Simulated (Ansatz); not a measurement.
# ZnSnP2: the band gap up the ladder of functionals

An exercise on one series of results from a longer session: the logs are not shown, and one member is left open.

Program: Ansatz 0.2.0. PAW datasets, plane waves. No spin polarisation and no zero-point or thermal motion; the cell was built from a prototype and may be hypothetical.

## The cell

The cell was relaxed beforehand with r2SCAN.

It is tetragonal, I-42d (No. 122); conventional cell a = 5.650 Å, c = 11.327 Å, 22.60 Å³ an atom. Around Zn lie 4 P at 2.38 Å; around P lie 2 Zn at 2.38 Å and 2 Sn at 2.52 Å; around Sn lie 4 P at 2.52 Å.

Coordinates:

```cif
data_structure
_symmetry_space_group_name_H-M 'P 1'
_symmetry_Int_Tables_number 1
_cell_length_a 6.9311
_cell_length_b 6.9311
_cell_length_c 6.9311
_cell_angle_alpha 131.890
_cell_angle_beta 131.890
_cell_angle_gamma 70.403
_cell_volume 180.82
loop_
_atom_site_label
_atom_site_type_symbol
_atom_site_fract_x
_atom_site_fract_y
_atom_site_fract_z
_atom_site_occupancy
Zn1 Zn 0.00000 0.00000 0.00000 1
P1 P 0.37500 0.35326 0.47826 1
Zn2 Zn 0.75000 0.25000 0.50000 1
P2 P 0.10326 0.62500 0.97826 1
Sn1 Sn 0.50000 0.50000 0.00000 1
P3 P 0.87500 0.89674 0.52174 1
Sn2 Sn 0.25000 0.75000 0.50000 1
P4 P 0.64674 0.12500 0.02174 1
```

Set-up of the first run:

input.yaml

```yaml
crystal:
  lattice:
    - [-2.8252061622, 2.8252061622, 5.6635792276]
    - [2.8252061622, -2.8252061622, 5.6635792276]
    - [2.8252061622, 2.8252061622, -5.6635792276]
  atoms:
    - { symbol: Zn, position: [0.0, 0.0, 0.0] }
    - { symbol: P, position: [0.375, 0.353262186, 0.478262186] }
    - { symbol: Zn, position: [0.75, 0.25, 0.5] }
    - { symbol: P, position: [0.103262186, 0.625, -0.021737814] }
    - { symbol: Sn, position: [0.5, 0.5, 0.0] }
    - { symbol: P, position: [0.875, 0.896737814, 0.521737814] }
    - { symbol: Sn, position: [0.25, 0.75, 0.5] }
    - { symbol: P, position: [0.646737814, 0.125, 0.021737814] }
kpoints:
  mp_grid: { grid: [6, 6, 6] }
  band_path:
    path:
      - [[0.0, 0.0, 0.0], [0.0, 0.0, 0.5], [0.25, 0.25, 0.25], [0.0, 0.5, 0.0], [0.0, 0.0, 0.0], [0.5, 0.5, -0.5], [0.312209733077, 0.687790266923, -0.312209733077]]
      - [[-0.312209733077, 0.312209733077, 0.312209733077], [0.0, 0.0, 0.0]]
      - [[0.0, 0.0, 0.5], [-0.124419466154, 0.124419466154, 0.5]]
      - [[0.5, 0.5, -0.124419466154], [0.5, 0.5, -0.5]]
    npoints: 10
hamiltonian:
  xc: pbe
scf:
  occupations: { method: fermi_dirac, width: 0.02 }
  n_extra_bands: 6
output:
  forces: true
  stress: true
  eigenvalues: true
```

Among the steps run: Band structure with PBE; Single point with r2SCAN; HSE06; PBE+SOC at the same geometry; G0W0 on PBE; Single point with PBE0.

One of the session's tables, all rows but one given; the rest of the session is left out.

| level | gap (eV) |
| --- | --- |
| PBE | 0.83 |
| r2SCAN | ? |
| HSE06 | 1.68 |
| PBE+SOC | 0.81 |
| G0W0@PBE (539 empty bands) | 1.47 |
| PBE0 | 2.28 |

Q: Estimate the row for r2SCAN from the others.

The run gave: gap (eV): 1.25. In the column «gap (eV)» it lies between PBE (0.83) and G0W0@PBE (539 empty bands) (1.47).

Meshes: PBE 6×6×6, r2SCAN 6×6×6, HSE06 4×4×4, PBE+SOC 6×6×6, PBE0 4×4×4

The gap runs from 0.81 eV (PBE+SOC) to 2.28 eV (PBE0). PBE reaches 57 % of the G0W0@PBE value, and r2SCAN 85 %. PBE0 lies 0.61 eV above HSE06, which differs from it by screening the long-range exchange. No extrapolation in bands, cutoff or mesh was made for G0W0.

Caveats from the session: Warnings in the runs' records: stress scf threshold loose, stress exchange threshold loose.
